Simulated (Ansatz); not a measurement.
# AlN: a shear that moves c along a, part 3 of 3

How does AlN answer a shear that moves c along a between +0 and +9 %? At each strain the cell is held and the atoms relax, within the symmetry that is left.

Ansatz 0.2.0; DFT r2SCAN, scalar-relativistic, plane waves, PAW.

### 10 The gap over the whole zone at +4.5 %

The input, input.yaml:

```yaml
crystal:
  lattice:
    - [3.1066984497, 0.0, 0.0]
    - [-1.5533492249, 2.6904797793, 0.0]
    - [0.2240353557, 0.0, 4.9785634599]
  atoms:
    - { symbol: Al, position: [0.6642756781, 0.3333678735, 0.4993907366] }
    - { symbol: Al, position: [0.3309078045, 0.6666321265, 0.9993907366] }
    - { symbol: "N", position: [0.6687999742, 0.3327834309, 0.8806092634] }
    - { symbol: "N", position: [0.3360165432, 0.6672165691, 0.3806092634] }
basis:
  ecutwfc: 500
kpoints:
  mp_grid: { grid: [9, 9, 6] }
  band_path: { path: [VBM, CBM], npoints: 2 }
hamiltonian:
  xc: r2scan
scf:
  occupations: { method: gaussian, width: 0.02 }
output:
  forces: true
  stress: true
  eigenvalues: true
checkpoint:
  read: start.run
  write: ck
  compress: false
  write_wavefunctions: false
  write_every: 100000
```

On the command line:

```
> ansatz run input.yaml --threads 1 --pin off --max-ram 2560MiB --backend cpu --events-out ev --progress --plain --runs-dir out
```

Output, shortened:

```text
[...]
SCF converged after 2 iterations
Free energy (F): -1856.938082 eV
[...]
E sigma→0 (E₀):  -1856.938082 eV
Fermi energy:    9.394338 eV
[...]
--- Forces (eV/Å), atoms counted from 1 ---
  atom   1  Al    -0.00056647    -0.00113479     0.00031804
  atom   2  Al    -0.00056647     0.00113479     0.00031804
  atom   3  N      0.00054840    -0.00085386    -0.00036484
  atom   4  N      0.00054840     0.00085386    -0.00036484
[...]
--- Stress (GPa, compression-positive) ---
       -0.537613      -0.000000      -5.504577
       -0.000000       0.053801      -0.000000
       -5.504438      -0.000000       0.325768
  P = ⅓ Tr σ = -0.0527 GPa (-0.527 kbar)
--- Band table (eV; the first three rows and the last of 140) ---
  k-point 0: bands = ["-9.0496", "-6.9330", "0.8623", "6.0480", "6.0580", "6.6456", "6.7110", "7.0016", "11.7871", "14.4566", "18.4626", "18.9677"]
[...]
```

Run time: 30 s. Hardware: 1 thread of Arm Neoverse V1, shared host; peak memory 0.47 GiB.

bands.tsv puts the valence top at k = (0.000, 0.000, 0.000) and the conduction bottom at (0.000, 0.000, 0.000) (fractions of the reciprocal vectors), 4.785 eV apart.

### 11 At +6.0 %

Edit input.yaml of step 10 so:

```diff
@@ -4,3 +4,3 @@
     - [-1.5533492249, 2.6904797793, 0.0]
-    - [0.2240353557, 0.0, 4.9785634599]
+    - [0.2987138076, 0.0, 4.9785634599]
   atoms:
@@ -14,3 +14,2 @@
   mp_grid: { grid: [9, 9, 6] }
-  band_path: { path: [VBM, CBM], npoints: 2 }
 hamiltonian:
@@ -23,7 +22,5 @@
   eigenvalues: true
-checkpoint:
-  read: start.run
-  write: ck
-  compress: false
-  write_wavefunctions: false
-  write_every: 100000
+relax:
+  adjacent_minimum: "off"
+  f_tol: 0.008
+  max_steps: 40
```

On the command line:

```
> ansatz run input.yaml --threads 1 --pin off --max-ram 2560MiB --backend cpu --events-out ev --progress --plain --runs-dir out
```

Output, shortened:

```text
Warning: output.stress: scf.convergence.dr2_threshold = 6.4e-8 eV (the default of a walk held to its f_tol) is looser than the 4e-10 eV advised for a printed stress (1e-10 eV for each atom of the cell: 4). What an SCF threshold leaves in a stress goes as its square root, and in the free [...]
Warning: RAYON_NUM_THREADS=1 ignored (pool sized by the plan → 1); use --threads N
[...]
[... 3 set-up lines as earlier in the session ...]
[...]
  k-point 0: bands = ["-9.0470", "-6.9286", "0.8642", "6.0516", "6.0696", "6.6139", "6.7152", "7.0435", "11.7706", "14.4572", "18.4125", "18.9572"]
[...]
--- Relaxed structure (4 steps of the walk, 4 accepted, 0 SCFs on fresh bases) ---
  F+E_penalty+E_count = -1856.91314979 eV   max|allowed force component| = 1.242e-3 eV/Å
  atoms:
    - { symbol: Al, position: [0.6634748035617588, 0.33338429674347386, 0.4995447436030749] }
    - { symbol: Al, position: [0.3300905068182852, 0.6666157032565263, 0.9995447436030747] }
    - { symbol: N, position: [0.6693922766787284, 0.3323498637375011, 0.880455256396925] }
    - { symbol: N, position: [0.3370424129412275, 0.667650136262499, 0.38045525639692507] }
```

Run time: 68 s. Hardware: 1 thread of Arm Neoverse V1, shared host; peak memory 0.5 GiB.

The steps of the relaxation:

```
step  E - E(step 1) (eV/cell)  largest force component (eV/Å)
   1                   0.0000                          0.0776
   2                  -0.0002                          0.0541
   3                  -0.0004                          0.0012
   4                  -0.0004                          0.0012
```

Step 1 is the start.

### 12 The gap over the whole zone at +6.0 %

The input, input.yaml:

```yaml
crystal:
  lattice:
    - [3.1066984497, 0.0, 0.0]
    - [-1.5533492249, 2.6904797793, 0.0]
    - [0.2987138076, 0.0, 4.9785634599]
  atoms:
    - { symbol: Al, position: [0.6634748036, 0.3333842967, 0.4995447436] }
    - { symbol: Al, position: [0.3300905068, 0.6666157033, 0.9995447436] }
    - { symbol: "N", position: [0.6693922767, 0.3323498637, 0.8804552564] }
    - { symbol: "N", position: [0.3370424129, 0.6676501363, 0.3804552564] }
basis:
  ecutwfc: 500
kpoints:
  mp_grid: { grid: [9, 9, 6] }
  band_path: { path: [VBM, CBM], npoints: 2 }
hamiltonian:
  xc: r2scan
scf:
  occupations: { method: gaussian, width: 0.02 }
output:
  forces: true
  stress: true
  eigenvalues: true
checkpoint:
  read: start.run
  write: ck
  compress: false
  write_wavefunctions: false
  write_every: 100000
```

On the command line:

```
> ansatz run input.yaml --threads 1 --pin off --max-ram 2560MiB --backend cpu --events-out ev --progress --plain --runs-dir out
```

Output, shortened:

```text
[...]
SCF converged after 2 iterations
Free energy (F): -1856.913150 eV
[...]
E sigma→0 (E₀):  -1856.913150 eV
Fermi energy:    9.407068 eV
[...]
--- Forces (eV/Å), atoms counted from 1 ---
  atom   1  Al    -0.00068857    -0.00125388     0.00041963
  atom   2  Al    -0.00068857     0.00125388     0.00041963
  atom   3  N      0.00067104    -0.00084778    -0.00042350
  atom   4  N      0.00067104     0.00084778    -0.00042350
[...]
--- Stress (GPa, compression-positive) ---
       -0.960499      -0.000000      -7.291844
       -0.000000       0.094228      -0.000000
       -7.291674      -0.000000       0.577917
  P = ⅓ Tr σ = -0.0961 GPa (-0.961 kbar)
--- Band table (eV; the first three rows and the last of 140) ---
  k-point 0: bands = ["-9.0470", "-6.9286", "0.8642", "6.0516", "6.0696", "6.6139", "6.7152", "7.0435", "11.7706", "14.4571", "18.4125", "18.9572"]
[...]
```

Wall time 29 s (1 thread of Arm Neoverse V1, shared host); peak memory 0.47 GiB.

The edges found: valence top at (0.000, 0.000, 0.000), conduction bottom at (0.000, 0.000, 0.000), gap 4.727 eV.

### 13 At +9.0 %

Edit input.yaml of step 12 so:

```diff
@@ -4,3 +4,3 @@
     - [-1.5533492249, 2.6904797793, 0.0]
-    - [0.2987138076, 0.0, 4.9785634599]
+    - [0.4480707114, 0.0, 4.9785634599]
   atoms:
@@ -14,3 +14,2 @@
   mp_grid: { grid: [9, 9, 6] }
-  band_path: { path: [VBM, CBM], npoints: 2 }
 hamiltonian:
@@ -23,7 +22,5 @@
   eigenvalues: true
-checkpoint:
-  read: start.run
-  write: ck
-  compress: false
-  write_wavefunctions: false
-  write_every: 100000
+relax:
+  adjacent_minimum: "off"
+  f_tol: 0.008
+  max_steps: 40
```

On the command line:

```
> ansatz run input.yaml --threads 1 --pin off --max-ram 2560MiB --backend cpu --events-out ev --progress --plain --runs-dir out
```

Output, shortened:

```text
Warning: output.stress: scf.convergence.dr2_threshold = 6.4e-8 eV (the default of a walk held to its f_tol) is looser than the 4e-10 eV advised for a printed stress (1e-10 eV for each atom of the cell: 4). What an SCF threshold leaves in a stress goes as its square root, and in the free [...]
Warning: RAYON_NUM_THREADS=1 ignored (pool sized by the plan → 1); use --threads N
[...]
[... 3 set-up lines as earlier in the session ...]
[...]
  k-point 0: bands = ["-9.0398", "-6.9163", "0.8695", "6.0606", "6.1018", "6.5519", "6.7276", "7.1350", "11.7247", "14.4580", "18.2768", "18.9279"]
[...]
--- Relaxed structure (4 steps of the walk, 4 accepted, 0 SCFs on fresh bases) ---
  F+E_penalty+E_count = -1856.84280881 eV   max|allowed force component| = 3.335e-3 eV/Å
  atoms:
    - { symbol: Al, position: [0.6619058937540115, 0.33347399032748826, 0.49997757640377294] }
    - { symbol: Al, position: [0.3284319034265234, 0.6665260096725117, 0.9999775764037728] }
    - { symbol: N, position: [0.6703874647230569, 0.331112726626649, 0.8800224235962271] }
    - { symbol: N, position: [0.33927473809640807, 0.6688872733733511, 0.380022423596227] }
```

It took 72 s on 1 thread of Arm Neoverse V1, shared host; peak memory 0.5 GiB.

The steps of the relaxation:

| step | E - E(step 1) (eV/cell) | largest force component (eV/Å) |
| --- | --- | --- |
| 1 | 0.0000 | 0.1541 |
| 2 | -0.0010 | 0.1069 |
| 3 | -0.0020 | 0.0033 |
| 4 | -0.0020 | 0.0033 |

Step 1 is the start.

### 14 Band edges over the zone at +9.0 %

The input, input.yaml:

```yaml
crystal:
  lattice:
    - [3.1066984497, 0.0, 0.0]
    - [-1.5533492249, 2.6904797793, 0.0]
    - [0.4480707114, 0.0, 4.9785634599]
  atoms:
    - { symbol: Al, position: [0.6619058938, 0.3334739903, 0.4999775764] }
    - { symbol: Al, position: [0.3284319034, 0.6665260097, 0.9999775764] }
    - { symbol: "N", position: [0.6703874647, 0.3311127266, 0.8800224236] }
    - { symbol: "N", position: [0.3392747381, 0.6688872734, 0.3800224236] }
basis:
  ecutwfc: 500
kpoints:
  mp_grid: { grid: [9, 9, 6] }
  band_path: { path: [VBM, CBM], npoints: 2 }
hamiltonian:
  xc: r2scan
scf:
  occupations: { method: gaussian, width: 0.02 }
output:
  forces: true
  stress: true
  eigenvalues: true
checkpoint:
  read: start.run
  write: ck
  compress: false
  write_wavefunctions: false
  write_every: 100000
```

On the command line:

```
> ansatz run input.yaml --threads 1 --pin off --max-ram 2560MiB --backend cpu --events-out ev --progress --plain --runs-dir out
```

Output, shortened:

```text
[...]
SCF converged after 2 iterations
Free energy (F): -1856.842809 eV
[...]
E sigma→0 (E₀):  -1856.842809 eV
Fermi energy:    9.429860 eV
[...]
--- Forces (eV/Å), atoms counted from 1 ---
  atom   1  Al    -0.00285975    -0.00333789     0.00162853
  atom   2  Al    -0.00285975     0.00333789     0.00162853
  atom   3  N      0.00285373    -0.00216048    -0.00160263
  atom   4  N      0.00285373     0.00216048    -0.00160263
[...]
--- Stress (GPa, compression-positive) ---
       -2.140999      -0.000000     -10.743823
       -0.000000       0.204546      -0.000000
      -10.743630      -0.000000       1.272731
  P = ⅓ Tr σ = -0.2212 GPa (-2.212 kbar)
--- Band table (eV; the first three rows and the last of 140) ---
  k-point 0: bands = ["-9.0398", "-6.9163", "0.8696", "6.0606", "6.1018", "6.5520", "6.7276", "7.1350", "11.7247", "14.4580", "18.2768", "18.9279"]
[...]
```

It took 29 s on 1 thread of Arm Neoverse V1, shared host; peak memory 0.47 GiB.

Valence top (0.000, 0.000, 0.000), conduction bottom (0.000, 0.000, 0.000) in fractional k; the gap is 4.590 eV.

### 15 The series

| strain (%) | ΔE (meV/atom) | a (Å) | b (Å) | c (Å) | σxx | σyy | σzz | σyz | σxz | σxy | gap (eV) |
| --- | --- | --- | --- | --- | --- | --- | --- | --- | --- | --- | --- |
| +0.0 | 0.0 | 3.107 | 3.107 | 4.979 | 0.00 | 0.00 | 0.01 | 0.00 | 0.00 | 0.00 | 4.88 d |
| +1.5 | 0.9 | 3.107 | 3.107 | 4.979 | -0.05 | 0.01 | 0.03 | 0.00 | -1.85 | 0.00 | 4.87 d |
| +3.0 | 3.6 | 3.107 | 3.107 | 4.981 | -0.23 | 0.03 | 0.14 | 0.00 | -3.69 | 0.00 | 4.83 d |
| +4.5 | 8.1 | 3.107 | 3.107 | 4.984 | -0.54 | 0.05 | 0.33 | 0.00 | -5.50 | 0.00 | 4.79 d |
| +6.0 | 14.3 | 3.107 | 3.107 | 4.988 | -0.96 | 0.09 | 0.58 | 0.00 | -7.29 | 0.00 | 4.73 d |
| +9.0 | 31.9 | 3.107 | 3.107 | 4.999 | -2.14 | 0.20 | 1.27 | 0.00 | -10.74 | 0.00 | 4.59 d |

ΔE is over the unstrained cell. Stress in GPa, positive in compression, on the Cartesian axes of the input. Gaps are Kohn-Sham gaps over the whole zone (d direct, i indirect).

### 16 What came out

What follows sums up all 3 parts.

| quantity | value |
| --- | --- |
| largest energy cost | 31.9 meV/atom at +9.0 % |
| (1/V) d²E/dε², parabola through all points | 120 GPa |
| step 3, run with dr2_threshold 0.0001 (against step 2) | converged, 6 SCF cycles |
| step 7, run with occupations.method tetrahedron, accuracy low, ecutwfc left out, width left out (against step 6) | 0.0 meV/atom |

What this shows: A parabola through all points has a curvature of 120 GPa, a rough value of the shear constant of this plane and direction.
